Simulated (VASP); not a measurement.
Input:

```
InN
1.0
    0.00000     2.40119     2.40119
    2.40119     0.00000     2.40119
    2.40119     2.40119     0.00000
In N
1 1
Cartesian
  0.00000   0.00000   0.00000
  1.20060   1.20060   1.20060
```

The numbers are results of PBEsol GGA, VASP's PBE PAW potentials (set 64) (plane waves; VASP 6.6.1), not measurements. Run with 620 eV cut-off, 13×13×13 Γ-centred mesh, first-order Methfessel-Paxton smearing of 0.10 eV, potentials In_d N.

Energy and stress use the plane-wave basis of the starting cell.

Task: The ions, cell shape and volume at an external pressure of 30.0 GPa are relaxed. Which structure does the run end with?

Result: 
```
InN
1.0
    0.00000     2.36821     2.36821
    2.36821     0.00000     2.36821
    2.36821     2.36821     0.00000
In N
1 1
Cartesian
  4.73642   4.73642   4.73642
  1.18411   1.18411   1.18411
```
Space group F-43m (216), at a tolerance of 0.03 Å.

Task: How do energy and volume change from the first to the last step?

Result: The energy (σ→0) changes by +87.1 meV/atom and the volume by -4.1 %, in 4 ionic steps.

The structure was generated: InN was put into the zinc blende type (F-43m), which need not be its known phase. This run relaxes it under an external pressure of 30 GPa. Symmetry was kept, so distortions that lower it aren't found.
